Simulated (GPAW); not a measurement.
Input of a GPAW 26.7.0 run:

run.py

```python
from ase.dft.bandgap import bandgap
from ase.io import read, write
from ase.units import GPa
from gpaw import GPAW, PW

atoms = read('Hf.xyz')

calc = GPAW(mode=PW(450),
            xc='PBE',
            kpts={'size': (9, 9, 8), 'gamma': True},
            occupations={'name': 'fermi-dirac', 'width': 0.05},
            nbands=14,
            maxiter=120,
            txt='gpaw.txt')
atoms.calc = calc
energy = atoms.get_potential_energy()
forces = atoms.get_forces()
stress = atoms.get_stress()
calc.write('gs.gpw')
write('result.traj', atoms)
print(f'Energy: {energy:.6f} eV')
print('Forces (eV/A):')
print(forces.round(4))
print('Stress (GPa):', (stress / GPa).round(3))
print('Fermi level:', round(calc.get_fermi_level(), 4), 'eV')
print(f'Gap: {bandgap(calc)[0]:.4f} eV, direct: {bandgap(calc, direct=True)[0]:.4f} eV')
```

Contents of Hf.xyz:

```xyz
1
Lattice="0.1192699600 2.3430520200 1.9928205800 2.3210866400 0.1247983600 1.9872921700 2.4497549800 2.4661919600 -0.0038699800" Properties=species:S:1:pos:R:3 pbc="T T T"
Hf     0.0000000000      0.0000000000      0.0000000000
```

Potentials or basis: GPAW PAW data sets (gpaw-data 1.2.1), pw.

Command:

```bash
$ OMP_NUM_THREADS=1 python run.py
```

Problem. Estimate the pressure.

Solution. 4.2 GPa.

Problem. Estimate the band gap on the k mesh.

Solution. None (metal or under the smearing width).

Stress tensor (GPa, compression positive):
```
 3.66 -1.66  0.11
-1.66  3.25 -0.35
 0.11 -0.35  5.73
```

Caveat: the cutoff is short for stress and forces, so pressures can be off by a GPa or more. Spin-orbit coupling is left out, which matters for the levels of Hf.
